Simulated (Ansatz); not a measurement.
**Zr (bcc type): how the settings move a single-point run**

How sensitive is a single-point run of Zr (bcc type) to its settings? A reference run comes first, then one run with altered input.

Program: Ansatz 0.2.0. Level of theory: reference: DFT, PBEsol, PAW with Ansatz's default frozen-core files, scalar-relativistic. These are calculated values, not measurements.

1 further run of the same task is left out (it didn't finish).

**1. Starting point**

The structure is cubic, space group Im-3m (No. 229). Conventional cell: a = 3.051 Å, b = 3.051 Å, c = 3.051 Å, α = 90.00°, β = 90.00°, γ = 90.00°. Zr (site symmetry m-3m) has 8 Zr at 2.64 Å as nearest neighbours.

Structure file:

```cif
data_structure
_symmetry_space_group_name_H-M 'P 1'
_symmetry_Int_Tables_number 1
_cell_length_a 2.6426
_cell_length_b 2.6426
_cell_length_c 2.6426
_cell_angle_alpha 109.471
_cell_angle_beta 109.471
_cell_angle_gamma 109.471
_cell_volume 14.21
loop_
_atom_site_label
_atom_site_type_symbol
_atom_site_fract_x
_atom_site_fract_y
_atom_site_fract_z
_atom_site_occupancy
Zr1 Zr 0.00000 0.00000 0.00000 1
```

**2. Baseline**

File input.yaml:

```yaml
crystal:
  lattice:
    - [-1.525721847, 1.525721847, 1.525721847]
    - [1.525721847, -1.525721847, 1.525721847]
    - [1.525721847, 1.525721847, -1.525721847]
  atoms:
    - { symbol: Zr, position: [0.0, 0.0, 0.0] }
kpoints:
  mp_grid: { grid: [15, 15, 15] }
  band_path:
    path:
      - [0.0, 0.0, 0.0]
      - [0.5, -0.5, 0.5]
      - [0.0, 0.0, 0.5]
      - [0.0, 0.0, 0.0]
      - [0.25, 0.25, 0.25]
      - [0.5, -0.5, 0.5]
      - [0.25, 0.25, 0.25]
      - [0.0, 0.0, 0.5]
    npoints: 8
scf:
  occupations: { method: fermi_dirac, width: 0.08 }
hamiltonian:
  xc: pbesol
  pseudopotentials: { kind: paw }
output:
  forces: true
  stress: true
  eigenvalues: true
  populations: true
  dos: { projected: true, de: 0.2, e_range: [-14, 8] }
```

Started as:

```bash
$ ansatz run input.yaml --threads 1 --pin off --max-ram 2048MiB --backend cpu --events-out ev --progress --plain --runs-dir out
```

**3. Changed: starting moments, symmetry.detect false, hubbard.sites [{species: Zr, l: d, u_eff: 5.0}], hubbard.double_counting fll, spin_polarized true**

Edit input.yaml of step 2 so:

```diff
@@ -6,3 +6,4 @@
   atoms:
-    - { symbol: Zr, position: [0.0, 0.0, 0.0] }
+    - { symbol: Zr, position: [0.0, 0.0, 0.0], spin: -4.0 }
+  symmetry: { detect: false }
 kpoints:
@@ -25,2 +26,3 @@
   pseudopotentials: { kind: paw }
+  hubbard: { sites: [{ species: Zr, l: d, u_eff: 5.0 }], double_counting: fll }
 output:
@@ -30,2 +32,3 @@
   populations: true
-  dos: { projected: true, de: 0.2, e_range: [-14, 8] }
+magnetization:
+  spin_polarized: true
```

**Question.** What will these runs give? Wanted: for each run, ending; energy change; pressure; gap; force.

**Answer**, as computed:

```tsv
run	ending	energy change	pressure (GPa)	gap (eV)	force (eV/Å)	cycles	time
reference	converged	0	80.2	0.00	0.00	6	0.99 s
1: starting moments, symmetry.detect false, hubbard.sites [{species: Zr, l: d, u_eff: 5.0}], hubbard.double_counting fll, spin_polarized true	converged	+5.85 eV/atom (U changed: no physical gain or loss)	88.8	0.00	0.00	19	1.9 min
```

Times don't compare one to one where runs were asked for different outputs or read a saved state (see the inputs); cycles may leave out searches for a lower state.

Residual by cycle in the longest SCF loop of each run; runs are numbered as in the table. The quantity is the density residual dr2, in eV.

```tsv
cycle	reference	run 1
1	0.00652	0.1
3	4.1e-6	6.2e-4
4	7.7e-8	6.9e-4
6	7.1e-12	7.7e-5
8	-	3.1e-4
9	-	9.8e-5
11	-	3.5e-4
12	-	2.4e-4
14	-	3.2e-7
16	-	3.3e-8
17	-	8.9e-10
19	-	1.9e-14
```

What this shows: Changing the spin polarisation, use of symmetry and Hubbard U moves the energy by +5.85 eV/atom, and the pressure goes from 80.2 to 88.8 GPa. The U term adds an energy of its own, so the shift says nothing about which run is better. A changed U is a change of model: its shifts are not errors of convergence. The structure is not at rest: the sound run finds 80 GPa, so these are no properties of the relaxed crystal. 
